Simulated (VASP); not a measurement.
# Si (P6_3/mmc) in VASP: notebook

One crystal, Si, is run at these levels: LDA; tasks: single point, relaxation of cell and atoms.

Program: VASP 6.6.1. These are calculated values, not measurements. Logs are shortened: lines on timing, memory, paths and dates and some standing lists are left out, and cuts for length are marked.

## 1. The crystal as given

The structure is hexagonal, space group P6_3/mmc (No. 194). Conventional cell: a = 2.637 Å, b = 2.637 Å, c = 4.509 Å, α = 90.00°, β = 90.00°, γ = 120.00°. Around Si (site symmetry -6m2) lie 12 Si at 2.64 to 2.72 Å.

This isn't the form of Si at room conditions, which is diamond.

## 2. Single point, LDA (relaxed again under DFT LDA, scalar-relativistic, plane waves, PAW)

The input, INCAR:

```
PREC = Accurate ; ENCUT = 520
EDIFF = 1E-6 ; ISMEAR = 0
SIGMA = 0.1 ; LREAL = F
LASPH = T ; NELM = 100
ALGO = Normal ; ISIF = 2
LWAVE = F ; LCHARG = F
GGA = CA ; NBANDS = 11
```

The input, KPOINTS:

```
Automatic mesh
0
Gamma
  18 18 10
```

The input, POSCAR:

```
Si
1.0
    2.6504196337      0.0000000000      0.0000000000
   -1.3252098168      2.2953307335      0.0000000000
    0.0000000000      0.0000000000      4.5423768026
Si
2
Direct
    0.3333333333      0.6666666667      0.2500000000
    0.6666666667      0.3333333333      0.7500000000
```

Potentials or basis: VASP PAW LDA potentials, release 64 (Si).

Started as:

```bash
$ cat potpaw_LDA.64/Si/POTCAR > POTCAR
$ mpirun -np 1 vasp_std > vasp.out
```

OUTCAR:

```text
PREC = Accurate
   ENCUT = 520
   EDIFF = 1E-6
   ISMEAR = 0
   LREAL = F
   LASPH = T
   NELM = 100
   ISIF = 2
   GGA = CA

 ion  position               nearest neighbor table
   1  0.333  0.667  0.250-   2 2.74   2 2.74   2 2.74   2 2.74   2 2.74   2 2.74
   2  0.667  0.333  0.750-   1 2.74   1 2.74   1 2.74   1 2.74   1 2.74   1 2.74

  LATTYP: Found a hexagonal cell.
 ALAT       =     2.6504196337
 C/A-ratio  =     1.7138330643

  Lattice vectors:

 A1 = (   2.6504196337,   0.0000000000,   0.0000000000)
 A2 = (  -1.3252098168,   2.2953307335,   0.0000000000)
 A3 = (   0.0000000000,   0.0000000000,   4.5423768026)

Analysis of symmetry for initial positions (statically):
=====================================================================
 Subroutine PRICEL returns:
 Original cell was already a primitive cell.

 Routine SETGRP: Setting up the symmetry group for a
 hexagonal supercell.

 Subroutine GETGRP returns: Found 24 space group operations
 (whereof 12 operations were pure point group operations)
 out of a pool of 24 trial point group operations.

The static configuration has the point symmetry D_3d.
 The point group associated with its full space group is D_6h.

Analysis of symmetry for dynamics (positions and initial velocities):
=====================================================================
 Subroutine PRICEL returns:
 Original cell was already a primitive cell.

 Routine SETGRP: Setting up the symmetry group for a
 hexagonal supercell.

 Subroutine GETGRP returns: Found 24 space group operations
 (whereof 12 operations were pure point group operations)
 out of a pool of 24 trial point group operations.

The dynamic configuration has the point symmetry D_3d.
 The point group associated with its full space group is D_6h.

 Subroutine INISYM returns: Found 24 space group operations
 (whereof 12 operations are pure point group operations),
 and found     1 'primitive' translations

----------------------------------------------------------------------------------------

                                     Primitive cell

  volume of cell :      27.6340

  direct lattice vectors                    reciprocal lattice vectors
     2.650419634  0.000000000  0.000000000     0.377298744  0.217833532  0.000000000
    -1.325209817  2.295330734  0.000000000     0.000000000  0.435667063  0.000000000
     0.000000000  0.000000000  4.542376803     0.000000000  0.000000000  0.220149064

  length of vectors
     2.650419634  2.650419634  4.542376803     0.435667063  0.435667063  0.220149064

  position of ions in fractional coordinates (direct lattice)
     0.333333333  0.666666667  0.250000000
     0.666666667  0.333333333  0.750000000

  ion indices of the primitive-cell ions
   primitive index   ion index
                 1           1
                 2           2

----------------------------------------------------------------------------------------

 KPOINTS: Automatic mesh

Automatic generation of k-mesh.
 Grid dimensions read from file:
 generate k-points for:   18   18   10

 Generating k-lattice:

  Cartesian coordinates                     Fractional coordinates (reciprocal lattice)
     0.020961041  0.012101863  0.000000000     0.055555556  0.000000000  0.000000000
     0.000000000  0.024203726  0.000000000     0.000000000  0.055555556  0.000000000
     0.000000000  0.000000000  0.022014906     0.000000000  0.000000000  0.100000000

  Length of vectors
     0.024203726  0.024203726  0.022014906

  Shift w.r.t. Gamma in fractional coordinates (k-lattice)
     0.000000000  0.000000000  0.000000000

 Subroutine IBZKPT returns following result:
 ===========================================

 Found    222 irreducible k-points:

 Following reciprocal coordinates:
            Coordinates               Weight
  0.000000  0.000000  0.000000      1.000000
  0.055556  0.000000  0.000000      6.000000
  0.111111  0.000000  0.000000      6.000000
  0.166667  0.000000  0.000000      6.000000
  0.222222 -0.000000  0.000000      6.000000
  0.277778  0.000000  0.000000      6.000000
[... 16 lines left out ...]
  0.333333  0.111111  0.000000     12.000000
  0.388889  0.111111  0.000000     12.000000
 [... further k-points ...]
   k-points           NKPTS =    222   k-points in BZ     NKDIM =    222   number of bands    NBANDS=     11
   number of dos      NEDOS =    301   number of ions     NIONS =      2
   total plane-waves  NPLWV =  14400
   dimension x,y,z NGX =    20 NGY =   20 NGZ =   36
   dimension x,y,z NGXF=    40 NGYF=   40 NGZF=   72
   ions per type =               2
   NGX,Y,Z   is equivalent  to a cutoff of  12.54, 12.54, 13.18 a.u.
   NGXF,Y,Z  is equivalent  to a cutoff of  25.09, 25.09, 26.35 a.u.
 SYSTEM =  unknown system
   PREC   = accura    normal or accurate (medium, high low for compatibility)
   ISTART =      0    job   : 0-new  1-cont  2-samecut
   ICHARG =      2    charge: 1-file 2-atom 10-const
   ISPIN  =      1    spin polarized calculation?
   LNONCOLLINEAR =      F non collinear calculations
   LSORBIT =      F    spin-orbit coupling
   LASPH  =      T    aspherical Exc in radial PAW
   ENCUT  =  520.0 eV  38.22 Ry    6.18 a.u.   4.93  4.93  8.45*2*pi/ulx,y,z
   NELM   =    100;   NELMIN=  2; NELMDL= -5     # of ELM steps
   EDIFF  = 0.1E-05   stopping-criterion for ELM
   LREAL  =      F    real-space projection
   EDIFFG = 0.1E-04   stopping-criterion for IOM
   NSW    =      0    number of steps for IOM
   IBRION =     -1    ionic relax: 0-MD 1-quasi-New 2-CG
   NFREE  =      0    steps in history (QN), initial steepest desc. (CG)
   ISIF   =      2    stress and relaxation
   ISYM   =      2    0-nonsym 1-usesym 2-fastsym
   POTIM  = 0.5000    time-step for ionic-motion
   TEBEG  =    0.0;   TEEND  =   0.0 temperature during run
   PSTRESS=    0.0 pullay stress
   NELECT =       8.0000    total number of electrons
   NUPDOWN=      -1.0000    fix difference up-down
   EMIN   =  10.00;   EMAX   =-10.00  energy-range for DOS
   EFERMI =   0.00;   METHOD = LEGACY
   ISMEAR =     0;   SIGMA  =   0.10  broadening in eV -4-tet -1-fermi 0-gaus
   EFERMI_NEDOS =   21; number of points for ismear=-14 and -15
   IALGO  =     38    algorithm
   IMIX   =      4    mixing-type and parameters
     AMIX     =   0.40;   BMIX     =  1.00
     AMIX_MAG =   1.60;   BMIX_MAG =  1.00
  volume/ion in A,a.u.               =      13.82        93.24
  Fermi-wavevector in a.u.,A,eV,Ry     =   1.082988  2.046551 15.957782  1.172864
  Thomas-Fermi vector in A             =   2.219043
   LORBIT       =      0    0 simple, 1 ext, 2 COOP (PROOUT), +10 PAW based schemes
   GGA     = CA    functional components
   LHFCALC =     F    Hartree Fock is set to
   AEXX    =    0.0000 exact exchange contribution
   IVDW    =     0    specifies the selected vdW correction
   LEPSILON=     F    determine dielectric tensor
   LRPA    =     F    only Hartree local field effects (RPA)
 non-spin polarized calculation
 Gauss-broadening in eV      SIGMA  =   0.10
  energy-cutoff  :      520.00
  volume of cell :       27.63
 maximum number of plane-waves:       771
 NGX is ok and might be reduce to    20
   NGX =  9   NGY =  9   NGZ = 17

 number of electron       8.0000001 magnetization

 Free energy of the ion-electron system (eV)
  ---------------------------------------------------
  ext. energy  EPLUGINS =         0.00000000
  ---------------------------------------------------
  free energy    TOTEN  =       -11.08691983 eV

  energy without entropy =      -11.08363023  energy(sigma->0) =      -11.08527503

 E-fermi :  10.7438     XC(G=0): -11.4502

 val. band max:       10.7288100996   @ k =   0.3333   0.1111   0.2000
 cond. band min:      10.7537792363   @ k =   0.2778   0.0000   0.4000
 fundamental gap:      0.0249691367
 Fermi energy:        10.7438213784

 k-point     1 :       0.0000    0.0000    0.0000
  band No.  band energies     occupation
      1      -4.0781      2.00000
      2       2.3357      2.00000
      3       3.3494      2.00000
      4      19.9804      0.00000
      5      19.9804      0.00000
      6      21.1374      0.00000
      7      21.2305      0.00000
      8      21.2305      0.00000
      9      21.5599      0.00000
     10      24.4392      0.00000
     11      24.9185      0.00000

 k-point     2 :       0.0556    0.0000    0.0000
  band No.  band energies     occupation
      1      -3.9932      2.00000
      2       2.4194      2.00000
      3       3.4297      2.00000
      4      18.6156      0.00000
      5      19.2402      0.00000
      6      20.7676      0.00000
      7      21.1298      0.00000
      8      22.0164      0.00000
      9      22.3623      0.00000
     10      23.6323      0.00000
     11      24.2059      0.00000

 k-point     3 :       0.1111    0.0000    0.0000
  band No.  band energies     occupation
      1      -3.7386      2.00000
      2       2.6700      2.00000
      3       3.6704      2.00000
      4      16.4121      0.00000
      5      18.2155      0.00000
      6      20.0885      0.00000
      7      21.0072      0.00000
      8      21.6906      0.00000
      9      22.5253      0.00000
     10      22.9838      0.00000
     11      24.1917      0.00000
[... 267 lines left out ...]
 k-point    23 :       0.3333    0.1111    0.0000
  band No.  band energies     occupation
      1       0.2865      2.00000
      2       6.1116      2.00000
      3       6.7157      2.00000
      4       7.4702      2.00000
      5      11.8531      0.00000
      6      12.3795      0.00000
      7      13.3681      0.00000
      8      17.5355      0.00000
      9      19.4391      0.00000
     10      20.5009      0.00000
     11      25.1366      0.00000

 k-point    24 :       0.3889    0.1111    0.0000
  band No.  band energies     occupation
      1       1.5183      2.00000
      2       4.5113      2.00000
      3       7.8167      2.00000
      4       8.5815      2.00000
      5      10.6497      1.81695
      6      11.7473      0.00000
      7      11.8204      0.00000
      8      17.3267      0.00000
      9      19.1820      0.00000
     10      20.2920      0.00000
     11      25.3743      0.00000

 [... further k-points ...]

------------------------ aborting loop because EDIFF is reached ----------------------------------------

  FORCE on cell =-STRESS in cart. coord.  units (eV):
  Direction    XX          YY          ZZ          XY          YZ          ZX
  --------------------------------------------------------------------------------------
  -------------------------------------------------------------------------------------
  Total        0.0183390      0.0183390      0.0140217      0.0000000     -0.0000000     -0.0000000
  in kB        1.0632715      1.0632715      0.8129558      0.0000000     -0.0000000     -0.0000000
  external PRESSURE =       0.9798329 kB  Pullay stress =       0.0000000 kB

 VOLUME and BASIS-vectors are now :
 -----------------------------------------------------------------------------
  energy-cutoff  :      520.00
  volume of cell :       27.63
      direct lattice vectors                 reciprocal lattice vectors
     2.650419634  0.000000000  0.000000000     0.377298744  0.217833532  0.000000000
    -1.325209817  2.295330734  0.000000000     0.000000000  0.435667063  0.000000000
     0.000000000  0.000000000  4.542376803     0.000000000  0.000000000  0.220149064

 POSITION                                       TOTAL-FORCE (eV/Angst)
 -----------------------------------------------------------------------------------
     -0.00000      1.53022      1.13559         0.000000      0.000000      0.000000
      1.32521      0.76511      3.40678        -0.000000     -0.000000      0.000000
 -----------------------------------------------------------------------------------
    total drift:                               -0.000000      0.000000     -0.000000

  FREE ENERGIE OF THE ION-ELECTRON SYSTEM (eV)
  ---------------------------------------------------
  free  energy   TOTEN  =       -11.0869198291 eV

  energy  without entropy=      -11.0836302346  energy(sigma->0) =      -11.08527503
```

Run time: 20 s. Hardware: 1 thread of Intel Xeon Platinum 8488C (Sapphire Rapids), shared host; peak memory 0.16 GiB.

What came out:

| Item | Value |
| --- | --- |
| Free energy | -11.0869 eV |
| Pressure | 0.1 GPa |
| Band gap on the k mesh | none (metal or under the smearing width) |

Levels at points of the mesh, in eV from the Fermi level:
| k point | band 2 | band 3 | band 4 | band 5 | band 6 | band 7 |
| --- | --- | --- | --- | --- | --- | --- |
| (0.00, 0.00, 0.00) | -8.41 | -7.39 | 9.24 | 9.24 | 10.39 | 10.49 |
| (0.50, 0.00, 0.00) | -7.78 | -2.03 | -1.62 | -1.57 | -0.06 | 3.92 |
| (0.00, 0.00, 0.50) | -13.08 | 0.40 | 0.40 | 10.55 | 10.55 | 10.55 |
| (0.50, 0.00, 0.50) | -6.64 | -6.08 | -6.08 | 5.41 | 5.41 | 5.70 |

## 3. Relaxation of cell and atoms, LDA

The input, INCAR:

```
PREC = Accurate
ENCUT = 600
EDIFF = 1E-6
ISMEAR = 0
SIGMA = 0.1
LREAL = False
LASPH = True
NELM = 100
ALGO = Normal
ISIF = 3
LWAVE = False
LCHARG = False
IBRION = 2
NSW = 70
EDIFFG = -0.005
```

The input, KPOINTS:

```
regular mesh
0
Gamma
  18 18 10
```

The input, POSCAR:

```
Si
1.0
    2.6369973686      0.0000000000      0.0000000000
   -1.3184986843      2.2837067109      0.0000000000
    0.0000000000      0.0000000000      4.5089914132
Si
2
Direct
    0.3333333333      0.6666666667      0.2500000000
    0.6666666667      0.3333333333      0.7500000000
```

Potentials or basis: VASP PAW LDA potentials, release 64 (Si).

Started as:

```bash
$ cat potpaw_LDA.64/Si/POTCAR > POTCAR
$ mpirun -np 1 vasp_std > vasp.out
```

OUTCAR:

```text
PREC = Accurate
   ENCUT = 600
   EDIFF = 1E-6
   ISMEAR = 0
   LREAL = False
   LASPH = True
   NELM = 100
   ISIF = 3
   IBRION = 2
   NSW = 70
   EDIFFG = -0.005

 ion  position               nearest neighbor table
   1  0.333  0.667  0.250-   2 2.72   2 2.72   2 2.72   2 2.72   2 2.72   2 2.72
   2  0.667  0.333  0.750-   1 2.72   1 2.72   1 2.72   1 2.72   1 2.72   1 2.72

  LATTYP: Found a hexagonal cell.
 ALAT       =     2.6369973686
 C/A-ratio  =     1.7098960609

  Lattice vectors:

 A1 = (   2.6369973686,   0.0000000000,   0.0000000000)
 A2 = (  -1.3184986843,   2.2837067109,   0.0000000000)
 A3 = (   0.0000000000,   0.0000000000,   4.5089914132)

Analysis of symmetry for initial positions (statically):
=====================================================================
 Subroutine PRICEL returns:
[... 373 lines left out ...]

 k-point     1 :       0.0000    0.0000    0.0000
  band No.  band energies     occupation
      1      -4.0816      2.00000
      2       2.3300      2.00000
      3       3.3444      2.00000
      4      19.9593      0.00000
      5      19.9593      0.00000
      6      21.1225      0.00000
      7      21.2121      0.00000
      8      21.2121      0.00000
[... 243 lines left out ...]
 k-point    24 :       0.3889    0.1111    0.0000
  band No.  band energies     occupation
      1       1.5111      2.00000
      2       4.5028      2.00000
      3       7.8075      2.00000
      4       8.5727      2.00000
      5      10.6390      1.81635
      6      11.7329      0.00000
      7      11.8104      0.00000
      8      17.3107      0.00000

 [... further k-points ...]

------------------------ aborting loop because EDIFF is reached ----------------------------------------

  FORCE on cell =-STRESS in cart. coord.  units (eV):
  Direction    XX          YY          ZZ          XY          YZ          ZX
  --------------------------------------------------------------------------------------
  -------------------------------------------------------------------------------------
  Total        0.0068280      0.0068280      0.0048968     -0.0000000      0.0000000      0.0000000
  in kB        0.3955712      0.3955712      0.2836910     -0.0000000      0.0000000      0.0000000
  external PRESSURE =       0.3582778 kB  Pullay stress =       0.0000000 kB
[... 17 lines left out ...]
  FREE ENERGIE OF THE ION-ELECTRON SYSTEM (eV)
  ---------------------------------------------------
  free  energy   TOTEN  =       -11.0869604473 eV

  energy  without entropy=      -11.0836591863  energy(sigma->0) =      -11.08530982

 reached required accuracy - stopping structural energy minimisation
```

OSZICAR:

```text
N       E                     dE             d eps       ncg     rms          rms(c)
DAV:   1     0.660443598209E+01    0.66044E+01   -0.39246E+03  3552   0.951E+02
DAV:   2    -0.109293867672E+02   -0.17534E+02   -0.16977E+02  5328   0.858E+01
[... 31 lines left out ...]
   5 F= -.11086956E+02 E0= -.11085274E+02  d E =-.120145E-04
       N       E                     dE             d eps       ncg     rms          rms(c)
DAV:   1    -0.110869657529E+02   -0.94526E-05   -0.38139E-04  4624   0.119E-01    0.117E-02
DAV:   2    -0.110869622055E+02    0.35474E-05   -0.77596E-06  4072   0.231E-02    0.637E-03
DAV:   3    -0.110869604334E+02    0.17722E-05   -0.44783E-06  4104   0.119E-02    0.568E-04
DAV:   4    -0.110869604473E+02   -0.13894E-07   -0.16510E-07  1904   0.339E-03
   6 F= -.11086960E+02 E0= -.11085310E+02  d E =-.161501E-04
```

It took 45 s on 1 thread of Intel Xeon Platinum 8488C (Sapphire Rapids), shared host; peak memory 0.17 GiB.

Results:

| Property | Result |
| --- | --- |
| Free energy | -11.0870 eV |
| Relaxed volume | 13.83 Å³/atom |
| Relaxed cell | a = 2.651 Å, b = 2.651 Å, c = 4.543 Å, α = 90.00°, β = 90.00°, γ = 120.00° |
| Space group after relaxing (to 0.05 Å) | P6_3/mmc (No. 194) |
| Energy gained by relaxing | 1.5 meV/atom |
| Ionic steps | 6 |
| Pressure after relaxing | 0.0 GPa |
| Band gap on the k mesh | none (metal or under the smearing width) |

The path:
```tsv
step	energy change (eV)	largest force (eV/Å)	pressure (GPa)	volume (Å³)
1	0.0000	0.0000	1.84	27.15
2	-0.0028	0.0000	-0.37	27.77
3	-0.0029	0.0000	-0.01	27.67
4	-0.0029	0.0000	0.02	27.66
5	-0.0029	0.0000	0.03	27.66
6	-0.0029	0.0000	0.04	27.66
```

Final structure:
```
Si
1.0
     2.65126    0.00000    0.00000
    -1.32563    2.29606    0.00000
     0.00000    0.00000    4.54301
Si
2
Direct
  0.33333 0.66667 0.25000
  0.66667 0.33333 0.75000
```

Levels at points of the mesh, in eV from the Fermi level:
```tsv
k point	band 1	band 2	band 3	band 4	band 5	band 6	band 7	band 8
(0.00, 0.00, 0.00)	-14.81	-8.40	-7.39	9.23	9.23	10.39	10.48	10.48
(0.50, 0.00, 0.00)	-8.31	-7.78	-2.03	-1.61	-1.57	-0.06	3.92	6.10
(0.00, 0.00, 0.50)	-13.07	-13.07	0.40	0.40	10.54	10.54	10.54	10.54
(0.50, 0.00, 0.50)	-6.64	-6.64	-6.07	-6.07	5.41	5.41	5.69	5.69
```
